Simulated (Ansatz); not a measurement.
TiO2 (I4_1/amd) from a database structure was put through Ansatz (plane waves). The cell was relaxed beforehand with r2SCAN.

The cell:
```
CELL_PARAMETERS angstrom
-1.88890 1.88890 4.79174
1.88890 -1.88890 4.79174
1.88890 1.88890 -4.79174
ATOMIC_POSITIONS crystal
Ti 0.00000 0.00000 0.00000
Ti 0.75000 0.25000 0.50000
O 0.95729 0.45729 0.50000
O 0.20729 0.20729 0.00000
O 0.54271 0.04271 0.50000
O 0.79271 0.79271 0.00000
```

Main lines of the log:
```
scf.n_extra_bands = 5 over 24 filled bands (N_el = 48.0): the run solves 29 bands
Pseudopotential: Ti, paw, valence charge 12, recommended cutoff 420 eV (normal)
Pseudopotential: O, paw, valence charge 6, recommended cutoff 420 eV (normal)
Functional definition: PBE
Crystal: 6 atoms, lattice volume = 68.386 Å³
Basis set: ecut = 420 eV, 1317 PW (Γ), FFT grids on a1+a3, a2+a3, a3
Symmetry: 16 space group operations
Space group: I41/amd (ITA 141)
k-points: 102 of 1000
preconditioner: auto → none  [insulator: Δε(μ)=2.173 eV  σ=0.020 eV  ℏωp=25.4 eV]
SCF 1 converged in 7 iterations: F = -7277.477962 eV  dr2 = 9.07e-10
Free energy (F): -7277.477962 eV
Fermi energy:    8.364272 eV
--- Forces (eV/Å), atoms counted from 1 ---
  atom   1  Ti      0.00000      0.00000      0.00000
  atom   2  Ti      0.00000      0.00000      0.00000
  atom   3  O       0.00000      0.00000      0.08630
  atom   4  O       0.00000      0.00000      0.08630
  atom   5  O       0.00000      0.00000    -0.08630
  atom   6  O       0.00000      0.00000    -0.08630
--- Stress (GPa, compression-positive) ---
        4.512413       0.000000       0.000000
        0.000000       4.512413       0.000000
        0.000000       0.000000       4.939247
  P = ⅓ Tr σ = 4.6547 GPa (46.547 kbar)
--- Band table (eV; the first three rows and the last of 102) ---
  k-point 0: bands = […, 5.2814, 6.4987, 6.5076, 6.5076, 6.8243, 6.8243, 9.4280, 10.1423, 11.3298, 11.3298, …]
  k-point 1: bands = […, 5.3902, 6.2768, 6.3014, 6.3505, 6.5357, 6.9485, 9.8517, 10.2058, 10.9038, 11.1253, …]
  k-point 2: bands = […, 5.3217, 5.5909, 5.7076, 6.1398, 6.6793, 7.0503, 10.2456, 10.4636, 10.6274, 10.9473, …]
  k-point 101: bands = […, 5.9342, 5.9342, 6.0296, 6.0296, 7.1700, 7.1700, 9.7729, 9.7729, 11.0781, 11.0781, …]
```

**Question.** Write the input file that gave this output, leaving the band path aside.

**Answer.**
```yaml
crystal:
  # lattice and atoms as above
kpoints:
  mp_grid: { grid: [10, 10, 10] }
hamiltonian:
  xc: pbe
scf:
  occupations: { method: fermi_dirac, width: 0.02 }
  n_extra_bands: 5
output:
  forces: true
  stress: true
  eigenvalues: true
```
A single point prints forces and stress when the output block asks for them. Not every key shows in the log; this is the file that was used, less any keys that only write grids.

Run as `ansatz run input.yaml --threads 4 --pin off --max-ram 6451MiB --backend cpu --events-out ev --progress --plain --runs-dir out`. Wall time 4.2 s on 4 threads of Arm Neoverse V1 (shared host), load about 0.1 per core; peak host memory 0.46 GiB.

The values are computed, spin-unpolarised, and not measurements.
